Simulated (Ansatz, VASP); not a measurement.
# SnO2 in two plane-wave programs

One calculation is typed for both programs; each brings its own data sets. How far apart do they land? The structure shown is frame 27 of Ansatz's trajectory.

Main program and level: Ansatz 0.2.0; plane waves, with VASP 6.6.1 beside it; single point at PBEsol.

## (1) Set-up

The cell holds 96 atoms: 32 Sn and 64 O. Its edges and angles: a = 9.474 Å, b = 9.474 Å, c = 23.151 Å, α = 90.0°, β = 90.0°, γ = 90.0°. It derives from SnO2 (rutile). Rutile SnO2 (cell 4.737, 4.737, 3.186, 90, 90, 90), (001) slab of 4 repeat layers, 2 x 2 surface cells; atoms within 3.5 A of the bottom held; (so at first; earlier steps may have moved the atoms), displaced by a Gaussian of 0.02 A. Vacuum lies along c.

## (2) Ansatz: dynamics, PBEsol

Ansatz runs on its default PAW (the set named soft_2) files.

One frame of this run of dynamics is then solved in both programs, so the motion causes no difference.

input.yaml reads:

```yaml
crystal:
  lattice:
    - [9.474, 0.0, 0.0]
    - [0.0, 9.474, 0.0]
    - [0.0, 0.0, 23.151]
  atoms:
    - { symbol: Sn, position: [0.99797, 0.00175, 0.25974] }
    - { symbol: Sn, position: [0.25095, 0.25062, 0.32914] }
    - { symbol: O, position: [0.15302, 0.15437, 0.25937] }
    - { symbol: O, position: [0.34694, 0.34778, 0.25783] }
    - { symbol: O, position: [0.09581, 0.40234, 0.32783] }
    - { symbol: O, position: [0.40421, 0.09807, 0.32849] }
    - { symbol: Sn, position: [0.00322, 0.99862, 0.39673] }
    - { symbol: Sn, position: [0.24714, 0.25285, 0.46668] }
    - { symbol: O, position: [0.15544, 0.15477, 0.39733] }
    - { symbol: O, position: [0.34535, 0.34763, 0.39726] }
    - { symbol: O, position: [0.09452, 0.40228, 0.46488] }
    - { symbol: O, position: [0.40407, 0.09926, 0.46558] }
    - { symbol: Sn, position: [0.99942, 0.00109, 0.5343] }
    - { symbol: Sn, position: [0.25142, 0.25272, 0.60239] }
    - { symbol: O, position: [0.15398, 0.15091, 0.5344] }
    - { symbol: O, position: [0.34552, 0.34875, 0.53544] }
    - { symbol: O, position: [0.09519, 0.40024, 0.60173] }
    - { symbol: O, position: [0.40325, 0.09624, 0.60306] }
    - { symbol: Sn, position: [0.99765, 0.00018, 0.66997] }
    - { symbol: Sn, position: [0.25041, 0.2456, 0.74159] }
    - { symbol: O, position: [0.15722, 0.15042, 0.67266] }
    - { symbol: O, position: [0.3496, 0.34714, 0.67018] }
    - { symbol: O, position: [0.0965, 0.40208, 0.74018] }
    - { symbol: O, position: [0.40369, 0.09718, 0.74056] }
    - { symbol: Sn, position: [0.99934, 0.50206, 0.25886] }
    - { symbol: Sn, position: [0.25166, 0.7462, 0.32515] }
    - { symbol: O, position: [0.15217, 0.65285, 0.25978] }
    - { symbol: O, position: [0.34247, 0.85081, 0.25914] }
    - { symbol: O, position: [0.09126, 0.90375, 0.32742] }
    - { symbol: O, position: [0.40227, 0.59606, 0.32793] }
[... 60 atom lines left out ...]
    - { symbol: Sn, position: [0.50026, 0.50323, 0.67087] }
    - { symbol: Sn, position: [0.75669, 0.75157, 0.74085] }
    - { symbol: O, position: [0.65786, 0.6511, 0.67215] }
    - { symbol: O, position: [0.84618, 0.85072, 0.67235] }
    - { symbol: O, position: [0.59498, 0.9016, 0.74221] }
    - { symbol: O, position: [0.90277, 0.59528, 0.74137] }
kpoints:
  mp_grid: { grid: [1, 1, 1] }
hamiltonian:
  xc: pbesol
scf:
  occupations: { method: gaussian, width: 0.025 }
output:
  forces: true
md:
  timestep: 1.0
  n_steps: 80
  ensemble: nvt_nose_hoover
  temperature: 600
  initial_velocities: maxwell_boltzmann
  seed: 4705
  constraints:
    - { sites: [0, 1, 2, 3, 4, 5, 6, 8, 9, 24, 25, 26, 27, 28, 29, 30, 32, 33, 48, 49, 50, 51, 52, 53, 54, 56, 57, 72, 73, 74, 75, 76, 77, 78, 80, 81], fix: xyz }
```

Run with:

```bash
ansatz run input.yaml --threads 4 --pin off --max-ram 8192MiB --backend cpu --events-out ev --progress --plain --runs-dir out
```

Numbers of over 12 decimals in the logs are rounded to 6 here.

What it wrote:

```text
Warning: md: disabling space-group detection — thermal motion breaks the input geometry's symmetry, so no spatial operation reduces the k-mesh or symmetrises the density; time reversal is kept, so that k and −k are solved as one point where they differ and the mesh holds both, and exact exchange and, on two spinor components, a DFT+U term hold to it where the run has them: on two components no moment then forms, and  [...]
Engine: ansatz 0.2.0, x86_64-unknown-linux-gnu
Pseudopotentials: kind: paw
Pseudopotential: Sn, paw, valence charge 14, recommended cutoff 420 eV (normal), Sn.paw.azcp
Pseudopotential: O, paw, valence charge 6, recommended cutoff 420 eV (normal), O.paw.azcp
Functional definition: PBEsol
  exchange = pbesol_x
  correlation = pbesol_c
Crystal: 96 atoms, lattice volume = 2077.957 Å³
Basis set: ecut = 420 eV, 40605 PW (Γ), exchange–correlation on 128×128×320 points (8 copies of the dense FFT grid, shifted against one another)
Bands: 512, of which v1, the nominal top of the filled ones, is band 416 counted from 1 (415 counted from 0)
Symmetry: 1 space group operations
k-points: 1
Non-local potential: Sn, projectors of the file, l = 0: 2, l = 1: 2, l = 2: 2, l = 3: 2
Non-local potential: O, projectors of the file, l = 0: 2, l = 1: 2, l = 2: 1
PAW form: soft (Blöchl's): semilocal exchange-correlation on the pseudo side does not see the compensation charge
PAW frozen core: Sn, regenerated for the run's functional, and the local potential with it (the file was generated under x = pbe(κ = 0.804, μ = 0.219515), c = pbe(β = 0.066725))
PAW frozen core: O, regenerated for the run's functional, and the local potential with it (the file was generated under x = pbe(κ = 0.804, μ = 0.219515), c = pbe(β = 0.066725))
PAW one-centre angular grid: Sn, 590 points (default); XC on 64 Gauss nodes
PAW one-centre angular grid: O, 110 points (default); XC on 64 Gauss nodes
Initial density: superposition of atomic densities (neutral atoms: chi_scale 0, normalization atom), corrected by the library's trained network
Initial wavefunctions: pseudopotential atomic-orbital guess
Functional: x = pbesol(κ = 0.804, μ = 0.123457), c = pbesol(β = 0.046)
SCF iter   1: F=—  HF=-226259.836697 eV  |F-HF|=—  |Δ(HF+E_count)|=         —  Δρ=1.40e-2  dr2=6.05e0  ethr=1.77e-3  ⟨swp⟩=6.0  Hψ=1951  notcnv=0  defer=63
preconditioner: auto → LDOS  [metal: Δε(μ)=0.011 eV  Ē_g=18.249 eV  σ=0.025 eV  W_gap=0.25  n_scr=444 (ndim 8)  ℏωp=23.5 eV  f_vac=0.407  D(μ)=85.76/eV (n_scr^D=684)  β→1.0]
SCF iter   2: F=—  HF=-226259.716342 eV  |F-HF|=—  |Δ(HF+E_count)|=   1.20e-1  Δρ=1.36e-2  dr2=5.46e0  ethr=7.27e-4  ⟨swp⟩=3.0  Hψ=844  notcnv=0  defer=87
SCF iter   3: F=—  HF=-226258.816810 eV  |F-HF|=—  |Δ(HF+E_count)|=   9.00e-1  Δρ=7.62e-3  dr2=2.63e0  ethr=6.56e-4  ⟨swp⟩=2.0  Hψ=673  notcnv=0  defer=87
SCF iter   4: F=—  HF=-226258.828215 eV  |F-HF|=—  |Δ(HF+E_count)|=   1.14e-2  Δρ=6.31e-3  dr2=1.52e0  ethr=3.16e-4  ⟨swp⟩=2.0  Hψ=590  notcnv=0  defer=87
SCF iter   5: F=—  HF=-226258.766118 eV  |F-HF|=—  |Δ(HF+E_count)|=   6.21e-2  Δρ=2.49e-3  dr2=1.48e-1  ethr=1.82e-4  ⟨swp⟩=2.0  Hψ=426  notcnv=0  defer=87
SCF iter   6: F=—  HF=-226258.782445 eV  |F-HF|=—  |Δ(HF+E_count)|=   1.63e-2  Δρ=1.35e-3  dr2=9.43e-2  ethr=1.78e-5  ⟨swp⟩=2.0  Hψ=626  notcnv=0  defer=87
SCF iter   7: F=—  HF=-226258.786543 eV  |F-HF|=—  |Δ(HF+E_count)|=   4.10e-3  Δρ=1.14e-3  dr2=3.87e-2  ethr=1.13e-5  ⟨swp⟩=1.0  Hψ=425  notcnv=0  defer=87
SCF iter   8: F=—  HF=-226258.787399 eV  |F-HF|=—  |Δ(HF+E_count)|=   8.55e-4  Δρ=8.17e-4  dr2=2.22e-2  ethr=4.65e-6  ⟨swp⟩=2.0  Hψ=426  notcnv=0  defer=87
SCF iter   9: F=—  HF=-226258.786918 eV  |F-HF|=—  |Δ(HF+E_count)|=   4.80e-4  Δρ=5.99e-4  dr2=1.05e-2  ethr=2.67e-6  ⟨swp⟩=2.0  Hψ=438  notcnv=0  defer=87
SCF iter  10: F=—  HF=-226258.786670 eV  |F-HF|=—  |Δ(HF+E_count)|=   2.49e-4  Δρ=4.09e-4  dr2=6.01e-3  ethr=1.27e-6  ⟨swp⟩=2.0  Hψ=426  notcnv=0  defer=87
SCF iter  11: F=—  HF=-226258.786694 eV  |F-HF|=—  |Δ(HF+E_count)|=   2.44e-5  Δρ=2.65e-4  dr2=2.86e-3  ethr=7.23e-7  ⟨swp⟩=2.0  Hψ=615  notcnv=0  defer=87
SCF iter  12: F=—  HF=-226258.786710 eV  |F-HF|=—  |Δ(HF+E_count)|=   1.56e-5  Δρ=1.54e-4  dr2=7.75e-4  ethr=3.44e-7  ⟨swp⟩=2.0  Hψ=427  notcnv=0  defer=87
SCF iter  13: F=—  HF=-226258.786725 eV  |F-HF|=—  |Δ(HF+E_count)|=   1.58e-5  Δρ=1.07e-4  dr2=3.60e-4  ethr=9.31e-8  ⟨swp⟩=2.0  Hψ=644  notcnv=0  defer=87
[...]
md step    78: t =    78.00 fs  T =   547.1 K  F+E_penalty+E_count = -226258.17277060 eV  E_kin = 4.242859 eV  conserved = -226254.13384612 eV  (5 SCF iters)
md step    79: t =    79.00 fs  T =   541.9 K  F+E_penalty+E_count = -226258.12640791 eV  E_kin = 4.202757 eV  conserved = -226254.13382970 eV  (7 SCF iters)
[...]
md step    80: t =    80.00 fs  T =   536.4 K  F+E_penalty+E_count = -226258.07710061 eV  E_kin = 4.159784 eV  conserved = -226254.13380314 eV  (13 SCF iters)
SCF converged after 13 iterations
Free energy (F): -226258.077101 eV
Harris-Foulkes:  -226258.077101 eV  (|F-HF|=2.84e-8)
Internal energy: -226258.046276 eV  (E = F + TS)
E sigma→0 (E₀):  -226258.061688 eV
Entropy (-TS):   -0.030825 eV (-0.321 meV/atom)
Fermi energy:    2.554769 eV
--- Per-component energies (eV) ---
  E_band       = -7647.270922
  E_kinetic    = 17218.638435
  E_local      = -578773.235224  (includes V_loc(G=0)·N_el)
  E_nonlocal   = 2217.987446
  E_hartree    = 287401.040208
  E_xc         = -16687.366471
  E_vxc        = -8966.896645  (∫ρ·V_xc dr)
  E_paw        = -140164.952923  (= ΣΔE_a)
  E_vpaw       = -14145.974441  (= ΣTr[D̂ρ^β])
  E_aug_tail   = 0.155873  (compensation charges beyond the density's cutoff)
  E_ewald      = 202518.313081
  E_core_change = 11.373299  (= ΣΔE_core)
  E_smearing   = -0.030825  (= −TS)
  E_closure    = -0.000000  (closes the sum)
  Σ components = -226258.077101   (vs F -226258.077101, Δ=0.00e0)
--- Forces (eV/Å), atoms counted from 1 ---
  atom   1  Sn     0.03913973     0.09368659     1.90088304
  atom   2  Sn    -0.01750040     0.26656242    -1.73241325
  atom   3  O     -0.97104521    -1.08933996    -1.15397914
  atom   4  O      1.19648963     1.24331768    -1.01317277
  atom   5  O      0.11603282    -0.04070716     0.12820258
  atom   6  O     -0.17678162     0.13952458    -0.34094416
  atom   7  Sn    -0.47839093    -0.34315601     0.35927046
  atom   8  Sn    -0.02474033     1.24212454    -1.08427571
  atom   9  O     -0.26124512    -0.57098109     0.21302752
  atom  10  O     -0.03570929     0.12560060     0.25267262
  atom  11  O      0.09196532     0.14699680    -0.63290670
  atom  12  O     -0.22586608    -0.39842277    -0.86566734
  atom  13  Sn     0.36489381     0.17227933     0.05475759
  atom  14  Sn     0.71548656    -0.08850491     1.06745715
  atom  15  O      0.30606466     0.03541607     1.18116283
  atom  16  O     -0.25814836     0.11017354     0.83824130
  atom  17  O     -0.20217787     0.34818673    -0.44257671
  atom  18  O     -0.90981334     0.36559886    -1.24534023
  atom  19  Sn    -1.10398208     1.61299823    -1.59799708
  atom  20  Sn    -1.83093858    -0.00178570    -0.44288509
  atom  21  O      0.25319880    -0.36355799     0.97045967
  atom  22  O      0.07016066     0.02790674     0.01549928
  atom  23  O      0.36568440     0.10984417    -0.34452212
  atom  24  O     -0.97552131     0.89347367     0.76052898
[...]
atom  89  O     -0.30390832    -0.29851870    -0.42658755
  atom  90  O      1.62566092    -1.08325080     0.33398293
  atom  91  Sn     0.13923683     0.23679239    -4.35099371
  atom  92  Sn     0.90043585    -0.73596525     0.94185409
  atom  93  O     -0.32569649     0.37429258     0.29122213
  atom  94  O      0.43212485     0.24784292    -0.82382236
  atom  95  O      0.41637107    -0.79966762     0.68022950
  atom  96  O     -0.25467995     0.12445796     0.90889924
  max |Σ_I F_I| component: 2.52e-4 eV/Å
--- MD trajectory: 80 steps, t = 0.0 → 80.0 fs ---
  final state: T = 536.4 K   F+E_penalty+E_count = -226258.07710061 eV   E_kin = 4.159784 eV
  conserved energy: peak-to-peak 3.788e-3 eV (3.946e-5 eV/atom) over 80.0 fs
```

## (3) VASP: single point, PBEsol

The same cell, functional, mesh and smearing now go to VASP, with its own data sets.

Lines of VASP's logs that name or quote its potential files are left out, and so is its time.

INCAR reads:

```
SYSTEM = SnO2
PREC = Accurate
ENCUT = 520
EDIFF = 1E-06
NELM = 120
ISMEAR = 0
SIGMA = 0.025
LREAL = Auto
ALGO = Normal
GGA = PS
NBANDS = 488
LORBIT = 11
LWAVE = .FALSE.
LCHARG = .FALSE.
ISIF = 2
LASPH = .TRUE.
GGA_COMPAT = .FALSE.
NCORE = 2
```

POSCAR reads:

```
SnO2
1.0
    9.4740000000      0.0000000000      0.0000000000
    0.0000000000      9.4740000000      0.0000000000
    0.0000000000      0.0000000000     23.1510000000
Sn O
32 64
Direct
    0.9979734009      0.0017521638      0.2597382402
    0.2509499683      0.2506227570      0.3291391301
    0.0032193371      0.9986172683      0.3967301628
    0.2454612624      0.2469389909      0.4678199646
    0.9971289846      0.0003272113      0.5318258391
    0.2492611357      0.2488178172      0.6053302233
    0.0087924847      0.0024699177      0.6763163578
    0.2569875449      0.2465378932      0.7372381323
    0.9993350222      0.5020582647      0.2588613883
    0.2516571670      0.7462001267      0.3251479418
    0.0000316656      0.5006544226      0.3973910414
    0.2521215959      0.7507705299      0.4635998445
    0.9969812117      0.4983850538      0.5328797892
    0.2485856027      0.7531348955      0.6036024362
    0.9952607135      0.5053514883      0.6727873526
    0.2433396665      0.7465695588      0.7377175932
    0.5004855394      0.9966540004      0.2587188458
    0.7492716909      0.2533671100      0.3290700186
    0.4953240448      0.9979206249      0.3957021295
    0.7412180705      0.2493033566      0.4632370092
    0.4982478362      0.9987861516      0.5359638892
    0.7508549715      0.2507916403      0.6059651851
    0.5010977412      0.0047920625      0.6744633061
    0.7499683344      0.2726092464      0.7394928945
    0.5040215326      0.5033987756      0.2595093085
    0.7498311167      0.7494511294      0.3269491599
    0.4991450285      0.5019949335      0.3960001728
    0.7459256914      0.7509394131      0.4630426331
    0.4986383787      0.5012455140      0.5353894000
    0.7521110407      0.7580113996      0.6032655177
[... 60 atom lines left out ...]
    0.5926113574      0.8937407642      0.6062805062
    0.9113046232      0.6155794807      0.6027817373
    0.6462317923      0.6539370910      0.6712021079
    0.8535887693      0.8523010344      0.6743250831
    0.5910280768      0.8819400464      0.7441276835
    0.8843044121      0.6146506228      0.7545635178
```

KPOINTS reads:

```
Automatic mesh
0
Gamma
1 1 1
0 0 0
```

PAW data sets: Sn_d and O (PBE family, release 64).

Run with:

```bash
mpirun -np 8 vasp_gam
```

What it wrote:

```text
[banner, memory and clock lines left out]
running    8 mpi-ranks, on    1 nodes
[...]
|                                                                             |
|               ----> ADVICE to this user running VASP <----                  |
|                                                                             |
|     You enforced a specific xc type in the INCAR file but a different       |
|     [... a line on the potential file left out ...]
|     I HOPE YOU KNOW WHAT YOU ARE DOING!                                     |
|                                                                             |

 LDA part: xc-table for (Slater+PW92), standard interpolation
 POSCAR, INCAR and KPOINTS ok, starting setup
[...]
entering main loop
       N       E                     dE             d eps       ncg     rms          rms(c)
DAV:   1     0.210813942256E+05    0.21081E+05   -0.35534E+05   976   0.253E+03
DAV:   2     0.432272427103E+04   -0.16759E+05   -0.16282E+05  1104   0.796E+02
DAV:   3    -0.100079671664E+03   -0.44228E+04   -0.42077E+04  1064   0.352E+02
DAV:   4    -0.674128865876E+03   -0.57405E+03   -0.56199E+03  1120   0.135E+02
[...]
DAV:  41    -0.604785935635E+03   -0.11968E-05   -0.11060E-07   632   0.161E-03    0.416E-03
DAV:  42    -0.604785936889E+03   -0.12542E-05   -0.88039E-08   640   0.127E-03    0.152E-03
DAV:  43    -0.604785937451E+03   -0.56191E-06   -0.66014E-08   664   0.684E-04
   1 F= -.60478594E+03 E0= -.60477061E+03  d E =-.306569E-01
```

From OUTCAR (step 3):

```text
  Total       -0.2242981     -2.5534616     26.5266631     -2.9981127     -1.8857424      0.2784572
  in kB       -0.1729417     -1.9688081     20.4529844     -2.3116497     -1.4539733      0.2147002
  external PRESSURE =       6.1037449 kB  Pullay stress =       0.0000000 kB

  FREE ENERGIE OF THE ION-ELECTRON SYSTEM (eV)
  ---------------------------------------------------
  free  energy   TOTEN  =      -604.7859374510 eV

  energy  without entropy=     -604.7552805108  energy(sigma->0) =     -604.77060898

[... 3 further parts left out ...]
[key lines of the parts left out:]
E-fermi :   0.5688
```

The gap is under twice the smearing width, so the edge states are partly filled and the run can't tell a small gap from a semimetal.

## (4) Comparison

Known differences besides the potentials themselves: the cutoff is 420 eV in Ansatz and 520 eV in VASP (PREC = Accurate, projectors in real space); Ansatz makes its cores anew for this functional, VASP keeps those of its PBE data sets. Total energies have different zeros and are not compared.

Forces on 8 of the 96 atoms, those with the largest forces and the largest differences (eV/Å; atoms numbered as in POSCAR):

| atom | Ansatz x, y, z | VASP x, y, z |
| --- | --- | --- |
| Sn1 | 0.068, 0.086, 2.047 | 0.067, 0.071, 1.859 |
| Sn9 | -0.114, -0.511, 2.631 | -0.108, -0.504, 2.450 |
| Sn17 | 0.147, 0.733, 2.482 | 0.140, 0.718, 2.302 |
| Sn22 | 0.081, -0.884, -2.421 | 0.075, -0.885, -2.419 |
| Sn25 | -0.479, -0.913, 2.216 | -0.493, -0.909, 2.079 |
| O49 | -1.257, -1.241, -1.776 | -1.217, -1.201, -1.793 |
| O65 | -1.406, -1.366, -1.485 | -1.349, -1.317, -1.493 |
| O82 | 1.219, 1.231, -1.684 | 1.181, 1.199, -1.708 |

The forces differ by 31 meV/Å r.m.s., which is 4.0 % of the r.m.s. force of 0.780 eV/Å (both taken over all components). With vacuum in the cell, a pressure given here is an average over mostly empty space and none of the material.

## (5) Outcome

```json
{
  "r.m.s. force difference (single point, PBEsol)": "4.0 % of the r.m.s. force"
}
```

The r.m.s. force difference is 4.0 % of the r.m.s. force (single point, PBEsol), beyond the 3 % picked in this series as the mark of a large difference. What causes the difference of the single point, PBEsol pair stays open here. 2 further runs of this series are not shown here. How closely two codes agree says nothing of how well the functional describes the real material.

[Lines on the potential files, build, host, timing and source positions are cut from VASP's logs without a mark.]

[Logs are printed without paths, hosts, clocks, repeated set-up lines and the standing remarks that a program may print on its own settings, such as how far it seeks lower states.]

[Hosts, paths, dates, database ids (printed as entryN), source tags and the programs' standing remarks are cut or masked in the printed files.]
